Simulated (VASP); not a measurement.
# InP (F-43m) in VASP: single point with r2SCAN

Aim: the single point of InP with r2SCAN.

All numbers are computed with VASP 6.6.1; they aren't measurements. Logs are shortened: lines on timing, memory, paths and dates and some standing lists are left out, and cuts for length are marked.

**What was measured.**

A printed reference work, data compilation reports, for a bulk crystal of InP at 1.6 K: band gap 1.4236 eV (direct).

The results are compared with them further down.

### 1 Starting point

The structure is cubic, space group F-43m (No. 216). Conventional cell: a = 5.861 Å, b = 5.861 Å, c = 5.861 Å, α = 90.00°, β = 90.00°, γ = 90.00°. In (site symmetry -43m) has 4 P at 2.54 Å as nearest neighbours. P (site symmetry -43m) is surrounded by 4 In at 2.54 Å.

### 2 Single point, r2SCAN

Input file POSCAR:

```
InP
1.0
    0.0000000000      2.9305000000      2.9305000000
    2.9305000000      0.0000000000      2.9305000000
    2.9305000000      2.9305000000      0.0000000000
In P
1 1
Direct
    0.0000000000      0.0000000000      0.0000000000
    0.2500000000      0.2500000000      0.2500000000
```

Input file INCAR.step1:

```
SYSTEM = InP
PREC = Accurate
ENCUT = 520
ISMEAR = 0
SIGMA = 0.01
LREAL = .FALSE.
LASPH = .TRUE.
NELM = 100
NBANDS = 16
GGA = PE
ALGO = Normal
EDIFF = 1E-4
LWAVE = .TRUE.
LCHARG = .FALSE.
```

Input file INCAR.step2:

```
SYSTEM = InP
PREC = Accurate
ENCUT = 520
EDIFF = 1E-6
ISMEAR = 0
SIGMA = 0.01
LREAL = .FALSE.
LASPH = .TRUE.
NELM = 100
ALGO = Normal
ISIF = 2
LWAVE = .FALSE.
LCHARG = .FALSE.
METAGGA = R2SCAN
LMIXTAU = .TRUE.
NBANDS = 16
ISTART = 1
```

Input file KPOINTS:

```
Automatic mesh
0
G
  6 6 6
  0 0 0
```

Potentials or basis: VASP PAW PBE potentials, release 64 (In_d, P).

Launch:

```
$ cat potpaw_PBE.64/In_d/POTCAR potpaw_PBE.64/P/POTCAR > POTCAR
$ cp INCAR.step1 INCAR
$ mpirun -np 1 vasp_std > vasp.out
$ cp INCAR.step2 INCAR
$ mpirun -np 1 vasp_std > vasp.out
```

OUTCAR:

```text
SYSTEM = InP
   PREC = Accurate
   ENCUT = 520
   EDIFF = 1E-6
   ISMEAR = 0
   LREAL = .FALSE.
   LASPH = .TRUE.
   NELM = 100
   ISIF = 2
   METAGGA = R2SCAN
   ISTART = 1

 ion  position               nearest neighbor table
   1  0.000  0.000  0.000-   2 2.54   2 2.54   2 2.54   2 2.54
   2  0.250  0.250  0.250-   1 2.54   1 2.54   1 2.54   1 2.54

  LATTYP: Found a face centered cubic cell.
 ALAT       =     5.8610000000

  Lattice vectors:

 A1 = (   0.0000000000,   2.9305000000,   2.9305000000)
 A2 = (   2.9305000000,   0.0000000000,   2.9305000000)
 A3 = (   2.9305000000,   2.9305000000,   0.0000000000)

Analysis of symmetry for initial positions (statically):
=====================================================================
 Subroutine PRICEL returns:
 Original cell was already a primitive cell.

 Routine SETGRP: Setting up the symmetry group for a
 face centered cubic supercell.

 Subroutine GETGRP returns: Found 24 space group operations
 (whereof 24 operations were pure point group operations)
 out of a pool of 48 trial point group operations.

The static configuration has the point symmetry T_d .

Analysis of symmetry for dynamics (positions and initial velocities):
=====================================================================
 Subroutine PRICEL returns:
 Original cell was already a primitive cell.

 Routine SETGRP: Setting up the symmetry group for a
 face centered cubic supercell.

 Subroutine GETGRP returns: Found 24 space group operations
 (whereof 24 operations were pure point group operations)
 out of a pool of 48 trial point group operations.

The dynamic configuration has the point symmetry T_d .

 Subroutine INISYM returns: Found 24 space group operations
 (whereof 24 operations are pure point group operations),
 and found     1 'primitive' translations

----------------------------------------------------------------------------------------

                                     Primitive cell

  volume of cell :      50.3333

  direct lattice vectors                    reciprocal lattice vectors
     0.000000000  2.930500000  2.930500000    -0.170619348  0.170619348  0.170619348
     2.930500000  0.000000000  2.930500000     0.170619348 -0.170619348  0.170619348
     2.930500000  2.930500000  0.000000000     0.170619348  0.170619348 -0.170619348

  length of vectors
     4.144352845  4.144352845  4.144352845     0.295521380  0.295521380  0.295521380

  position of ions in fractional coordinates (direct lattice)
     0.000000000  0.000000000  0.000000000
     0.250000000  0.250000000  0.250000000

  ion indices of the primitive-cell ions
   primitive index   ion index
                 1           1
                 2           2

----------------------------------------------------------------------------------------

 KPOINTS: Automatic mesh

Automatic generation of k-mesh.
 Grid dimensions read from file:
 generate k-points for:    6    6    6

 Generating k-lattice:

  Cartesian coordinates                     Fractional coordinates (reciprocal lattice)
    -0.028436558  0.028436558  0.028436558     0.166666667  0.000000000  0.000000000
     0.028436558 -0.028436558  0.028436558     0.000000000  0.166666667  0.000000000
     0.028436558  0.028436558 -0.028436558     0.000000000  0.000000000  0.166666667

  Length of vectors
     0.049253563  0.049253563  0.049253563

  Shift w.r.t. Gamma in fractional coordinates (k-lattice)
     0.000000000  0.000000000  0.000000000

 Subroutine IBZKPT returns following result:
 ===========================================

 Found     16 irreducible k-points:

 Following reciprocal coordinates:
            Coordinates               Weight
  0.000000  0.000000  0.000000      1.000000
  0.166667  0.000000  0.000000      8.000000
  0.333333  0.000000  0.000000      8.000000
  0.500000  0.000000  0.000000      4.000000
  0.166667  0.166667  0.000000      6.000000
  0.333333  0.166667  0.000000     24.000000
[... 8 lines left out ...]
 -0.333333  0.333333  0.166667     24.000000
 -0.333333  0.500000  0.166667     12.000000
   k-points           NKPTS =     16   k-points in BZ     NKDIM =     16   number of bands    NBANDS=     16
   number of dos      NEDOS =    301   number of ions     NIONS =      2
   total plane-waves  NPLWV =  32768
   dimension x,y,z NGX =    32 NGY =   32 NGZ =   32
   dimension x,y,z NGXF=    64 NGYF=   64 NGZF=   64
   ions per type =               1   1
   NGX,Y,Z   is equivalent  to a cutoff of  12.84, 12.84, 12.84 a.u.
   NGXF,Y,Z  is equivalent  to a cutoff of  25.67, 25.67, 25.67 a.u.
 SYSTEM =  InP
   PREC   = accura    normal or accurate (medium, high low for compatibility)
   ISTART =      1    job   : 0-new  1-cont  2-samecut
   ICHARG =      0    charge: 1-file 2-atom 10-const
   ISPIN  =      1    spin polarized calculation?
   LNONCOLLINEAR =      F non collinear calculations
   LSORBIT =      F    spin-orbit coupling
   LASPH  =      T    aspherical Exc in radial PAW
   ENCUT  =  520.0 eV  38.22 Ry    6.18 a.u.   7.71  7.71  7.71*2*pi/ulx,y,z
   NELM   =    100;   NELMIN=  2; NELMDL=  0     # of ELM steps
   EDIFF  = 0.1E-05   stopping-criterion for ELM
   LREAL  =      F    real-space projection
   EDIFFG = 0.1E-04   stopping-criterion for IOM
   NSW    =      0    number of steps for IOM
   IBRION =     -1    ionic relax: 0-MD 1-quasi-New 2-CG
   NFREE  =      0    steps in history (QN), initial steepest desc. (CG)
   ISIF   =      2    stress and relaxation
   ISYM   =      2    0-nonsym 1-usesym 2-fastsym
   POTIM  = 0.5000    time-step for ionic-motion
   TEBEG  =    0.0;   TEEND  =   0.0 temperature during run
   PSTRESS=    0.0 pullay stress
   NELECT =      18.0000    total number of electrons
   NUPDOWN=      -1.0000    fix difference up-down
   EMIN   =  10.00;   EMAX   =-10.00  energy-range for DOS
   EFERMI =   0.00;   METHOD = LEGACY
   ISMEAR =     0;   SIGMA  =   0.01  broadening in eV -4-tet -1-fermi 0-gaus
   EFERMI_NEDOS =   21; number of points for ismear=-14 and -15
   IALGO  =     38    algorithm
   IMIX   =      4    mixing-type and parameters
     AMIX     =   0.40;   BMIX     =  1.00
     AMIX_MAG =   1.60;   BMIX_MAG =  1.00
  volume/ion in A,a.u.               =      25.17       169.83
  Fermi-wavevector in a.u.,A,eV,Ry     =   1.162021  2.195901 18.371846  1.350293
  Thomas-Fermi vector in A             =   2.298587
   LORBIT       =      0    0 simple, 1 ext, 2 COOP (PROOUT), +10 PAW based schemes
   METAGGA = R2SCAN    functional components
   LHFCALC =     F    Hartree Fock is set to
   AEXX    =    0.0000 exact exchange contribution
   IVDW    =     0    specifies the selected vdW correction
   LEPSILON=     F    determine dielectric tensor
   LRPA    =     F    only Hartree local field effects (RPA)
 non-spin polarized calculation
 Gauss-broadening in eV      SIGMA  =   0.01
  energy-cutoff  :      520.00
  volume of cell :       50.33
 maximum number of plane-waves:      1380
   NGX = 15   NGY = 15   NGZ = 15

 number of electron      18.0000005 magnetization

 Free energy of the ion-electron system (eV)
  ---------------------------------------------------
  ext. energy  EPLUGINS =         0.00000000
  ---------------------------------------------------
  free energy    TOTEN  =       -32.28268059 eV

  energy without entropy =      -32.28268059  energy(sigma->0) =      -32.28268059

 E-fermi :   5.0711     XC(G=0):  -9.8800

 val. band max:        5.0168166715   @ k =   0.0000   0.0000   0.0000
 cond. band min:       6.1848561965   @ k =   0.0000   0.0000   0.0000
 fundamental gap:      1.1680395250
 Fermi energy:         5.0711307792

 k-point     1 :       0.0000    0.0000    0.0000
  band No.  band energies     occupation
      1      -9.6444      2.00000
      2      -9.6444      2.00000
      3      -9.6444      2.00000
      4      -9.4652      2.00000
      5      -9.4652      2.00000
      6      -6.9837      2.00000
[... 8 lines left out ...]
     15      14.9360      0.00000
     16      14.9360      0.00000

 k-point     2 :       0.1667    0.0000    0.0000
  band No.  band energies     occupation
      1      -9.6811      2.00000
      2      -9.6308      2.00000
      3      -9.6308      2.00000
      4      -9.4646      2.00000
      5      -9.4646      2.00000
      6      -6.6528      2.00000
[... 8 lines left out ...]
     15      14.0837      0.00000
     16      15.0470      0.00000

 k-point     3 :       0.3333    0.0000    0.0000
  band No.  band energies     occupation
      1      -9.7480      2.00000
      2      -9.6085      2.00000
      3      -9.6085      2.00000
      4      -9.4583      2.00000
      5      -9.4583      2.00000
      6      -5.8042      2.00000
[... 8 lines left out ...]
     15      14.6138      0.00000
     16      14.6138      0.00000

 k-point     4 :       0.5000    0.0000    0.0000
  band No.  band energies     occupation
      1      -9.7789      2.00000
      2      -9.6004      2.00000
      3      -9.6004      2.00000
      4      -9.4519      2.00000
      5      -9.4519      2.00000
      6      -5.1763      2.00000
[... 8 lines left out ...]
     15      16.2510      0.00000
     16      16.2510      0.00000
[... 172 lines left out ...]
 k-point    14 :       0.5000    0.3333    0.1667
  band No.  band energies     occupation
      1      -9.7941      2.00000
      2      -9.5835      2.00000
      3      -9.5648      2.00000
      4      -9.4859      2.00000
      5      -9.4457      2.00000
      6      -5.1470      2.00000
[... 8 lines left out ...]
     15      16.7819      0.00000
     16      17.4401      0.00000

 k-point    15 :      -0.3333    0.3333    0.1667
  band No.  band energies     occupation
      1      -9.8057      2.00000
      2      -9.5831      2.00000
      3      -9.5527      2.00000
      4      -9.4804      2.00000
      5      -9.4507      2.00000
      6      -4.6478      2.00000
[... 8 lines left out ...]
     15      16.7793      0.00000
     16      17.2537      0.00000

 k-point    16 :      -0.3333    0.5000    0.1667
  band No.  band energies     occupation
      1      -9.8262      2.00000
      2      -9.5643      2.00000
      3      -9.5371      2.00000
      4      -9.4971      2.00000
      5      -9.4415      2.00000
      6      -4.4364      2.00000
[... 8 lines left out ...]
     15      16.8970      0.00000
     16      17.6755      0.00000

------------------------ aborting loop because EDIFF is reached ----------------------------------------

  FORCE on cell =-STRESS in cart. coord.  units (eV):
  Direction    XX          YY          ZZ          XY          YZ          ZX
  --------------------------------------------------------------------------------------
  -------------------------------------------------------------------------------------
  Total        0.4973489      0.4973489      0.4973489      0.0000000      0.0000000      0.0000000
  in kB       15.8313004     15.8313004     15.8313004      0.0000000      0.0000000      0.0000000
  external PRESSURE =      15.8313004 kB  Pullay stress =       0.0000000 kB

 VOLUME and BASIS-vectors are now :
 -----------------------------------------------------------------------------
  energy-cutoff  :      520.00
  volume of cell :       50.33
      direct lattice vectors                 reciprocal lattice vectors
     0.000000000  2.930500000  2.930500000    -0.170619348  0.170619348  0.170619348
     2.930500000  0.000000000  2.930500000     0.170619348 -0.170619348  0.170619348
     2.930500000  2.930500000  0.000000000     0.170619348  0.170619348 -0.170619348

 POSITION                                       TOTAL-FORCE (eV/Angst)
 -----------------------------------------------------------------------------------
      0.00000      0.00000      0.00000        -0.000000      0.000000      0.000000
      1.46525      1.46525      1.46525         0.000000     -0.000000     -0.000000
 -----------------------------------------------------------------------------------
    total drift:                               -0.000002     -0.000002     -0.000002

  FREE ENERGIE OF THE ION-ELECTRON SYSTEM (eV)
  ---------------------------------------------------
  free  energy   TOTEN  =       -32.2826805874 eV

  energy  without entropy=      -32.2826805874  energy(sigma->0) =      -32.28268059
```

It took 18 s on 1 thread of Intel Xeon 6975P-C (Granite Rapids), shared host; peak memory 0.18 GiB.

Results:

| Item | Value |
| --- | --- |
| Free energy | -32.2827 eV |
| Pressure | 1.6 GPa |
| Band gap on the k mesh | 1.17 eV, direct |

Levels at points of the mesh, in eV from the valence-band top:
| k point | band 7 | band 8 | band 9 | band 10 | band 11 | band 12 |
| --- | --- | --- | --- | --- | --- | --- |
| (0.00, 0.00, 0.00) | 0.00 | 0.00 | 0.00 | 1.17 | 4.44 | 4.44 |
| (0.50, 0.00, 0.00) | -5.88 | -1.01 | -1.01 | 1.86 | 5.16 | 5.16 |
| (0.50, 0.50, 0.00) | -5.88 | -2.41 | -2.41 | 2.00 | 2.55 | 9.89 |

Caveat: the PAW data sets were made with another functional, which shifts forces and pressure a little; spin-orbit coupling is left out, which moves the levels of the heavy elements.

### 3 How close it comes

Step 2. A measured gap of InP is 1.4236 eV (direct; 1.6 K; a printed reference work, data compilation); the calculated 1.17 eV misses it by -0.26 eV. Spin-orbit coupling on In is left out. The value is that of r2SCAN, without temperature or zero-point motion.
